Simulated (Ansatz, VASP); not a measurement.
# Two plane-wave programs on ZnS

```
Zn S
1.0
     3.78187    0.00000    0.00000
    -1.89094    3.27520    0.00000
     0.00000    0.00000    6.20809
Zn S
2 2
Direct
  0.33333 0.66667 0.00049
  0.66667 0.33333 0.50049
  0.33333 0.66667 0.37451
  0.66667 0.33333 0.87451
```

Alike in both runs: task single point; functional LDA; k mesh 9 × 9 × 6; occupations gaussian, width 0.02 eV; no spin polarisation.

|  | VASP | Ansatz |
| --- | --- | --- |
| version | VASP 6.6.1 | Ansatz 0.2.0 |
| potentials or method | VASP PAW LDA potentials, release 64 (Zn, S) | scalar-relativistic, plane waves, PAW |
| plane-wave cutoff (eV) | 520 | 420 |
| valence electrons in the cell | 36 | 36 |

VASP gave:

- gap on the k mesh at the Fermi level (eV): 2.07
- least direct gap on the mesh (eV): 2.07
- pressure (GPa): -2.5
- rms of the force components (eV/Å): 0.004

Task: What did Ansatz give for the same quantities?

Result: gap on the k mesh at the Fermi level (eV): 2.04; least direct gap on the mesh (eV): 2.04; pressure (GPa): -2.7; rms of the force components (eV/Å): 0.004.

Atom by atom the forces differ by 0.000 eV/Å (rms over components).
